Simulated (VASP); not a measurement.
# Pt (Im-3m) in VASP: a series of runs

Runs on Pt. Level: LDA. Tasks: single point.

Program: VASP 6.6.1. These are calculated values, not measurements. Logs are shortened: lines on timing, memory, paths and dates and some standing lists are left out, and cuts for length are marked.

### Step 1. The structure

Symmetry: Im-3m, No. 229, cubic system. Conventional cell: a = 3.168 Å, b = 3.168 Å, c = 3.168 Å, α = 90.00°, β = 90.00°, γ = 90.00°. Pt (site symmetry m-3m) is surrounded by 8 Pt at 2.74 Å.

This isn't the form of Pt at room conditions, which is fcc.

### Step 2. Single point, LDA

File INCAR:

```
PREC = Accurate
ENCUT = 340
EDIFF = 1E-6
ISMEAR = 1
SIGMA = 0.15
LREAL = False
LASPH = True
NELM = 100
ALGO = Normal
ISIF = 2
LWAVE = False
LCHARG = False
GGA = CA
ADDGRID = False
```

File KPOINTS:

```
Automatic mesh
0
Gamma
  7 7 7
```

File POSCAR:

```
Pt
1.0
   -1.5842200000      1.5842200000      1.5842200000
    1.5842200000     -1.5842200000      1.5842200000
    1.5842200000      1.5842200000     -1.5842200000
Pt
1
Direct
    0.0000000000      0.0000000000      0.0000000000
```

Potentials or basis: VASP PAW LDA potentials, release 64 (Pt).

On the command line:

```sh
cat potpaw_LDA.64/Pt/POTCAR > POTCAR
mpirun -np 1 vasp_std > vasp.out
```

OUTCAR:

```text
PREC = Accurate
   ENCUT = 340
   EDIFF = 1E-6
   ISMEAR = 1
   LREAL = False
   LASPH = True
   NELM = 100
   ISIF = 2
   GGA = CA

 Found     20 irreducible k-points:

 Following reciprocal coordinates:
            Coordinates               Weight
  0.000000  0.000000  0.000000      1.000000
  0.142857  0.000000  0.000000     12.000000
  0.285714  0.000000  0.000000     12.000000
  0.428571  0.000000  0.000000     12.000000
  0.142857  0.142857  0.000000     24.000000
  0.285714  0.142857 -0.000000     48.000000
   k-points           NKPTS =     20   k-points in BZ     NKDIM =     20   number of bands    NBANDS=      9
   number of dos      NEDOS =    301   number of ions     NIONS =      1
   total plane-waves  NPLWV =   5832
   dimension x,y,z NGX =    18 NGY =   18 NGZ =   18
   dimension x,y,z NGXF=    36 NGYF=   36 NGZF=   36
   ions per type =               1
   NGX,Y,Z   is equivalent  to a cutoff of  10.91, 10.91, 10.91 a.u.
   NGXF,Y,Z  is equivalent  to a cutoff of  21.81, 21.81, 21.81 a.u.
 SYSTEM =  unknown system
   PREC   = accura    normal or accurate (medium, high low for compatibility)
   ISTART =      0    job   : 0-new  1-cont  2-samecut
   ICHARG =      2    charge: 1-file 2-atom 10-const
   ISPIN  =      1    spin polarized calculation?
   LNONCOLLINEAR =      F non collinear calculations
   LSORBIT =      F    spin-orbit coupling
   LASPH  =      T    aspherical Exc in radial PAW
   ENCUT  =  340.0 eV  24.99 Ry    5.00 a.u.   4.13  4.13  4.13*2*pi/ulx,y,z
   NELM   =    100;   NELMIN=  2; NELMDL= -5     # of ELM steps
   EDIFF  = 0.1E-05   stopping-criterion for ELM
   LREAL  =      F    real-space projection
   EDIFFG = 0.1E-04   stopping-criterion for IOM
   NSW    =      0    number of steps for IOM
   IBRION =     -1    ionic relax: 0-MD 1-quasi-New 2-CG
   NFREE  =      0    steps in history (QN), initial steepest desc. (CG)
   ISIF   =      2    stress and relaxation
   ISYM   =      2    0-nonsym 1-usesym 2-fastsym
   POTIM  = 0.5000    time-step for ionic-motion
   TEBEG  =    0.0;   TEEND  =   0.0 temperature during run
   PSTRESS=    0.0 pullay stress
   NELECT =      10.0000    total number of electrons
   NUPDOWN=      -1.0000    fix difference up-down
   EMIN   =  10.00;   EMAX   =-10.00  energy-range for DOS
   EFERMI =   0.00;   METHOD = LEGACY
   ISMEAR =     1;   SIGMA  =   0.15  broadening in eV -4-tet -1-fermi 0-gaus
   EFERMI_NEDOS =   21; number of points for ismear=-14 and -15
   IALGO  =     38    algorithm
   IMIX   =      4    mixing-type and parameters
     AMIX     =   0.40;   BMIX     =  1.00
     AMIX_MAG =   1.60;   BMIX_MAG =  1.00
  volume/ion in A,a.u.               =      15.90       107.33
  Fermi-wavevector in a.u.,A,eV,Ry     =   1.402510  2.650360 26.763132  1.967035
  Thomas-Fermi vector in A             =   2.525265
   LORBIT       =      0    0 simple, 1 ext, 2 COOP (PROOUT), +10 PAW based schemes
   GGA     = CA    functional components
   LHFCALC =     F    Hartree Fock is set to
   AEXX    =    0.0000 exact exchange contribution
   IVDW    =     0    specifies the selected vdW correction
   LEPSILON=     F    determine dielectric tensor
   LRPA    =     F    only Hartree local field effects (RPA)
 non-spin polarized calculation
 Methfessel and Paxton  Order N= 1 SIGMA  =   0.15
  energy-cutoff  :      340.00
  volume of cell :       15.90
 maximum number of plane-waves:       236
 NGX is ok and might be reduce to    18
   NGX =  9   NGY =  9   NGZ =  9

 number of electron      10.0000004 magnetization

 Free energy of the ion-electron system (eV)
  ---------------------------------------------------
  ext. energy  EPLUGINS =         0.00000000
  ---------------------------------------------------
  free energy    TOTEN  =        -7.37253295 eV

  energy without entropy =       -7.37515327  energy(sigma->0) =       -7.37340639

 E-fermi :   9.9467     XC(G=0): -13.3803

 val. band max:        9.8795171697   @ k =  -0.4286  -0.4286   0.2857
 cond. band min:      10.0636487444   @ k =  -0.4286  -0.4286   0.1429
 fundamental gap:      0.1841315747
 Fermi energy:         9.9467088336

 k-point     1 :       0.0000    0.0000    0.0000
  band No.  band energies     occupation
      1       0.4791      2.00000
      2       6.4329      2.00000
      3       6.4329      2.00000
      4       6.4329      2.00000
      5       8.9638      2.00000
      6       8.9638      2.00000
      7      27.0113      0.00000
      8      27.0113      0.00000
      9      27.0113      0.00000

 k-point     2 :       0.1429    0.0000    0.0000
  band No.  band energies     occupation
      1       1.2740      2.00000
      2       6.1360      2.00000
      3       6.4197      2.00000
      4       7.0794      2.00000
      5       8.6492      2.00000
      6       8.9896      2.00000
      7      27.1391      0.00000
      8      27.1621      0.00000
      9      28.1869      0.00000

 k-point     3 :       0.2857    0.0000    0.0000
  band No.  band energies     occupation
      1       2.9503      2.00000
      2       5.5293      2.00000
      3       6.7028      2.00000
      4       8.5706      2.00000
      5       8.7887      2.00000
      6       9.1021      2.00000
      7      22.9003      0.00000
      8      25.3417      0.00000
      9      30.0678      0.00000

 k-point     4 :       0.4286    0.0000    0.0000
  band No.  band energies     occupation
      1       3.4110      2.00000
      2       5.0895      2.00000
      3       8.6224      2.00000
      4       9.2523      2.00000
      5       9.4162      2.00001
      6      10.6054     -0.00000
      7      17.3676      0.00000
      8      23.4483      0.00000
      9      26.2286      0.00000

 k-point     5 :       0.1429    0.1429    0.0000
  band No.  band energies     occupation
      1       2.6328      2.00000
      2       5.9079      2.00000
      3       6.0067      2.00000
      4       8.3543      2.00000
      5       8.4853      2.00000
      6       9.1756      2.00000
      7      25.3126      0.00000
      8      26.0713      0.00000
      9      29.0751      0.00000

 k-point     6 :       0.2857    0.1429   -0.0000
  band No.  band energies     occupation
      1       3.8700      2.00000
      2       5.3945      2.00000
      3       6.6965      2.00000
      4       8.5549      2.00000
      5       9.3159      2.00000
      6      10.9681     -0.00000
      7      19.8363      0.00000
      8      23.7759      0.00000
      9      26.2011      0.00000

 [... further k-points ...]

------------------------ aborting loop because EDIFF is reached ----------------------------------------

  FORCE on cell =-STRESS in cart. coord.  units (eV):
  Direction    XX          YY          ZZ          XY          YZ          ZX
  --------------------------------------------------------------------------------------
  -------------------------------------------------------------------------------------
  Total       -1.7143028     -1.7143028     -1.7143028     -0.0000000     -0.0000000      0.0000000
  in kB     -172.6997218   -172.6997218   -172.6997218     -0.0000000     -0.0000000      0.0000000
  external PRESSURE =    -172.6997218 kB  Pullay stress =       0.0000000 kB

 VOLUME and BASIS-vectors are now :
 -----------------------------------------------------------------------------
  energy-cutoff  :      340.00
  volume of cell :       15.90
      direct lattice vectors                 reciprocal lattice vectors
    -1.584220000  1.584220000  1.584220000     0.000000000  0.315612731  0.315612731
     1.584220000 -1.584220000  1.584220000     0.315612731  0.000000000  0.315612731
     1.584220000  1.584220000 -1.584220000     0.315612731  0.315612731  0.000000000

 POSITION                                       TOTAL-FORCE (eV/Angst)
 -----------------------------------------------------------------------------------
      0.00000      0.00000      0.00000         0.000000      0.000000     -0.000000
 -----------------------------------------------------------------------------------
    total drift:                                0.000000      0.000000      0.000000

  FREE ENERGIE OF THE ION-ELECTRON SYSTEM (eV)
  ---------------------------------------------------
  free  energy   TOTEN  =        -7.3725329486 eV

  energy  without entropy=       -7.3751532726  energy(sigma->0) =       -7.37340639
```

Wall time 2.1 s (1 thread of Intel Xeon Platinum 8488C (Sapphire Rapids), shared host); peak memory 0.11 GiB.

These settings aren't checked as converged: the numbers below hold their error.

What came out:

- Free energy: -7.3725 eV
- Pressure: -17.3 GPa
- Band gap on the k mesh: none (metal or under the smearing width)

Caveat: the k mesh is coarse (spacing up to 0.40 Å⁻¹), so the values aren't converged.

### Step 3. Single point, LDA

Changes to INCAR since step 2:

```diff
@@ -1,3 +1,3 @@
 PREC = Accurate
-ENCUT = 340
+ENCUT = 220
 EDIFF = 1E-6
```

File KPOINTS:

```
Automatic mesh
0
Gamma
  9 9 9
```

POSCAR is that of step 2.

Potentials or basis: VASP PAW LDA potentials, release 64 (Pt).

On the command line:

```sh
cat potpaw_LDA.64/Pt/POTCAR > POTCAR
mpirun -np 1 vasp_std > vasp.out
```

OUTCAR:

```text
PREC = Accurate
   ENCUT = 220
   EDIFF = 1E-6
   ISMEAR = 1
   LREAL = False
   LASPH = True
   NELM = 100
   ISIF = 2
   GGA = CA

 Found     35 irreducible k-points:

 Following reciprocal coordinates:
            Coordinates               Weight
  0.000000  0.000000  0.000000      1.000000
  0.111111  0.000000  0.000000     12.000000
  0.222222  0.000000  0.000000     12.000000
  0.333333  0.000000  0.000000     12.000000
  0.444444  0.000000  0.000000     12.000000
  0.111111  0.111111  0.000000     24.000000
   k-points           NKPTS =     35   k-points in BZ     NKDIM =     35   number of bands    NBANDS=      9
   number of dos      NEDOS =    301   number of ions     NIONS =      1
   total plane-waves  NPLWV =   2744
   dimension x,y,z NGX =    14 NGY =   14 NGZ =   14
   dimension x,y,z NGXF=    28 NGYF=   28 NGZF=   28
   ions per type =               1
   NGX,Y,Z   is equivalent  to a cutoff of   8.48,  8.48,  8.48 a.u.
   NGXF,Y,Z  is equivalent  to a cutoff of  16.96, 16.96, 16.96 a.u.
 SYSTEM =  unknown system
   PREC   = accura    normal or accurate (medium, high low for compatibility)
   ISTART =      0    job   : 0-new  1-cont  2-samecut
   ICHARG =      2    charge: 1-file 2-atom 10-const
   ISPIN  =      1    spin polarized calculation?
   LNONCOLLINEAR =      F non collinear calculations
   LSORBIT =      F    spin-orbit coupling
   LASPH  =      T    aspherical Exc in radial PAW
[... 61 lines left out ...]
      1       0.4807      2.00000
      2       6.4371      2.00000
      3       6.4371      2.00000
      4       6.4371      2.00000
      5       8.9439      2.00000
      6       8.9439      2.00000
      7      27.0270      0.00000
      8      27.0270      0.00000
      9      27.0270      0.00000
[... 49 lines left out ...]
 k-point     6 :       0.1111    0.1111    0.0000
  band No.  band energies     occupation
      1       1.8721      2.00000
      2       6.0682      2.00000
      3       6.1992      2.00000
      4       7.6934      2.00000
      5       8.4478      2.00000
      6       9.0699      2.00000
      7      26.8801      0.00000
      8      27.0033      0.00000
      9      28.4386      0.00000

 [... further k-points ...]

------------------------ aborting loop because EDIFF is reached ----------------------------------------

  FORCE on cell =-STRESS in cart. coord.  units (eV):
  Direction    XX          YY          ZZ          XY          YZ          ZX
  --------------------------------------------------------------------------------------
  -------------------------------------------------------------------------------------
  Total       -2.4483202     -2.4483202     -2.4483202     -0.0000000      0.0000000     -0.0000000
  in kB     -246.6450112   -246.6450112   -246.6450112     -0.0000000      0.0000000     -0.0000000
  external PRESSURE =    -246.6450112 kB  Pullay stress =       0.0000000 kB

 VOLUME and BASIS-vectors are now :
 -----------------------------------------------------------------------------
  energy-cutoff  :      220.00
  volume of cell :       15.90
      direct lattice vectors                 reciprocal lattice vectors
    -1.584220000  1.584220000  1.584220000     0.000000000  0.315612731  0.315612731
     1.584220000 -1.584220000  1.584220000     0.315612731  0.000000000  0.315612731
     1.584220000  1.584220000 -1.584220000     0.315612731  0.315612731  0.000000000

 POSITION                                       TOTAL-FORCE (eV/Angst)
 -----------------------------------------------------------------------------------
      0.00000      0.00000      0.00000        -0.000000      0.000000      0.000000
 -----------------------------------------------------------------------------------
    total drift:                               -0.000000     -0.000000     -0.000000

  FREE ENERGIE OF THE ION-ELECTRON SYSTEM (eV)
  ---------------------------------------------------
  free  energy   TOTEN  =        -7.3366258928 eV

  energy  without entropy=       -7.3340365442  energy(sigma->0) =       -7.33576278
```

OSZICAR:

```text
N       E                     dE             d eps       ncg     rms          rms(c)
DAV:   1     0.685193680757E+01    0.68519E+01   -0.33651E+03   841   0.474E+02
DAV:   2    -0.771846063428E+01   -0.14570E+02   -0.13930E+02   666   0.103E+02
DAV:   3    -0.778082721336E+01   -0.62367E-01   -0.62083E-01   717   0.661E+00
DAV:   4    -0.778099701438E+01   -0.16980E-03   -0.16980E-03   706   0.366E-01
DAV:   5    -0.778099792785E+01   -0.91346E-06   -0.91322E-06   671   0.250E-02    0.107E+01
DAV:   6    -0.737833799223E+01    0.40266E+00   -0.11246E+00   632   0.900E+00    0.520E+00
DAV:   7    -0.734049127889E+01    0.37847E-01   -0.14384E-01   651   0.309E+00    0.210E+00
DAV:   8    -0.733684125856E+01    0.36500E-02   -0.36609E-03   656   0.612E-01    0.524E-01
DAV:   9    -0.733662315213E+01    0.21811E-03   -0.11616E-04   672   0.114E-01    0.117E-02
DAV:  10    -0.733662576479E+01   -0.26127E-05   -0.84773E-07   504   0.629E-03    0.443E-03
DAV:  11    -0.733662589283E+01   -0.12804E-06   -0.59296E-08   328   0.181E-03
   1 F= -.73366259E+01 E0= -.73357628E+01  d E =-.258935E-02
```

stdout:

```text
POSCAR found type information on POSCAR Pt
 POSCAR found :  1 types and       1 ions
 scaLAPACK will be used
 LDA part: xc-table for (Slater(with rela. corr.)+CA(PZ))
 , standard interpolation
 POSCAR, INCAR and KPOINTS ok, starting setup
 FFT: planning ... GRIDC
 FFT: planning ... GRID_SOFT
 FFT: planning ... GRID
 WAVECAR not read
 entering main loop
```

Run time: 1.7 s. Hardware: 1 thread of Intel Xeon Platinum 8488C (Sapphire Rapids), shared host; peak memory 0.1 GiB.

The run converged, but a check on its numbers failed (symmetry, net force, bounds or a known fault of this set-up), so they aren't taken as properties of the crystal.

Caveat: the cutoff lies under the usual one of these potentials, so the numbers hold a large basis-set error.

(Part 1 of 2 ends here.)
